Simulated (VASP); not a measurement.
MgO (Periclase): relaxation of cell and atoms with PBE

The system is MgO (Periclase).

```xyz
2
Lattice="0.0000 2.0745 2.0745 2.0745 0.0000 2.0745 2.0745 2.0745 0.0000" Properties=species:S:1:pos:R:3 pbc="T T T"
Mg    0.0000    0.0000    0.0000
O     2.0745    2.0745    2.0745
```

| Quantity | Value |
| --- | --- |
| Program | VASP 6.6.1 |
| Task | relaxation of cell and atoms |
| Functional | PBE |
| Potentials or basis | VASP PAW PBE potentials, release 64 (Mg, O) |
| Cutoff | 600 eV |
| k mesh | 12 × 12 × 12 |
| Occupations | gaussian, width 0.03 eV |
| Spin | no spin polarisation |
| Target pressure | 12 GPa |
| Further INCAR settings | ALGO = Normal; EDIFF = 1e-07; IBRION = 2; EDIFFG = -0.005; NSW = 90; ISIF = 3 |
| Target pressure | 12 GPa |

```yaml
Pressure_after_relaxing: 12.0 GPa
Band_gap_on_the_k_mesh: 5.18 eV, direct
```

Final structure:
```yaml
crystal:
  lattice:
    - [0.00000, 2.07453, 2.07453]
    - [2.07453, 0.00000, 2.07453]
    - [2.07453, 2.07453, 0.00000]
  atoms:
    - { symbol: Mg, position: [0.00000, 0.00000, 0.00000] }
    - { symbol: O, position: [0.50000, 0.50000, 0.50000] }
```

Levels at points of the mesh, in eV from the valence-band top:
| k point | band 1 | band 2 | band 3 | band 4 | band 5 | band 6 | band 7 | band 8 |
| --- | --- | --- | --- | --- | --- | --- | --- | --- |
| (0.00, 0.00, 0.00) | -17.50 | 0.00 | 0.00 | 0.00 | 5.18 | 16.06 | 16.06 | 16.06 |
| (0.50, 0.00, 0.00) | -16.10 | -4.82 | -0.70 | -0.70 | 8.19 | 13.13 | 16.78 | 16.78 |
| (0.50, 0.50, 0.00) | -15.83 | -4.27 | -1.41 | -1.41 | 9.17 | 10.47 | 13.59 | 19.68 |

Wall time 48 s on 1 thread of AMD EPYC 7R43 64-Core Processor (Zen 3) (shared host), peak memory 0.1 GiB.

Caveat: the relaxation stopped at its first step, so nothing moved; the cell is relaxed towards a set pressure, so the enthalpy falls and the energy may rise. A k mesh can miss the band edges.
